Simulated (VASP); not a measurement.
Here is a VASP 6.6.1 calculation.

POSCAR

```
RbBr
1.0
    4.1260773000      0.0000000000      0.0000000000
    0.0000000000      4.1260773000      0.0000000000
    0.0000000000      0.0000000000      4.1260773000
Rb Br
1 1
Direct
    0.0000000000      0.0000000000      0.0000000000
    0.5000000000      0.5000000000      0.5000000000
```

The input INCAR.step1:

```
SYSTEM = RbBr
PREC = Accurate
ENCUT = 520
ISMEAR = 0
SIGMA = 0.02
LREAL = .False.
LASPH = .True.
NELM = 100
NBANDS = 15
GGA = PE
ALGO = Normal
EDIFF = 1E-4
LWAVE = .True.
LCHARG = .False.
```

INCAR.step2

```
SYSTEM = RbBr
PREC = Accurate
ENCUT = 520
EDIFF = 1E-6
ISMEAR = 0
SIGMA = 0.02
LREAL = .False.
LASPH = .True.
NELM = 100
ALGO = Normal
ISIF = 2
LWAVE = .False.
LCHARG = .False.
METAGGA = R2SCAN
LMIXTAU = .True.
NBANDS = 15
ISTART = 1
```

KPOINTS

```
Automatic mesh
0
Gamma
  6 6 6
  0 0 0
```

Potentials or basis: VASP PAW PBE potentials, release 64 (Rb_sv, Br).

The run is started by

```bash
$ cat potpaw_PBE.64/Rb_sv/POTCAR potpaw_PBE.64/Br/POTCAR > POTCAR
$ cp INCAR.step1 INCAR
$ mpirun -np 1 vasp_std > vasp.out
$ cp INCAR.step2 INCAR
$ mpirun -np 1 vasp_std > vasp.out
```

**Question.** Predict the band gap on the k mesh.

**Answer.** 4.83 eV, indirect (least direct gap 4.99 eV).

**Question.** Predict the pressure.

**Answer.** 0.0 GPa.

Caveat: the PAW data sets were made with another functional, which shifts forces and pressure a little. A k mesh can miss the band edges.
